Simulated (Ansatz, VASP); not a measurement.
# Two plane-wave programs on SnO

```xyz
4
Lattice="3.4690 0.0000 0.0000 -1.7345 3.0042 0.0000 0.0000 0.0000 6.4380" Properties=species:S:1:pos:R:3 pbc="T T T"
Sn    0.0000    0.0000    0.0000
Sn    0.0000    0.0000    3.2190
O     0.0000    2.0028    4.8285
O     1.7345    1.0014    1.6095
```

Alike in both runs: functional PBE; k mesh 18 × 18 × 8; occupations gaussian, width 0.1 eV; no spin polarisation.

Ansatz relaxed the structure, and its values are those at the end. VASP's run is a single point on that final structure, the one shown.

|  | VASP | Ansatz |
| --- | --- | --- |
| version | VASP 6.6.1 | Ansatz 0.2.0 |
| potentials or method | VASP PAW PBE potentials, release 64 (Sn_d, O) | scalar-relativistic, plane waves, PAW |
| plane-wave cutoff (eV) | 520 | 420 |
| valence electrons in the cell | 40 | 40 |

|  | VASP | Ansatz | Ansatz less VASP |
| --- | --- | --- | --- |
| gap on the k mesh at the Fermi level (eV) | none | none | - |
| pressure (GPa) | 0.0 | 0.0 | 0.00 |

A gap of «none» marks a metal or a gap that the smearing closes. With one functional, cell and mesh, what is left measures potentials, basis and numerics.
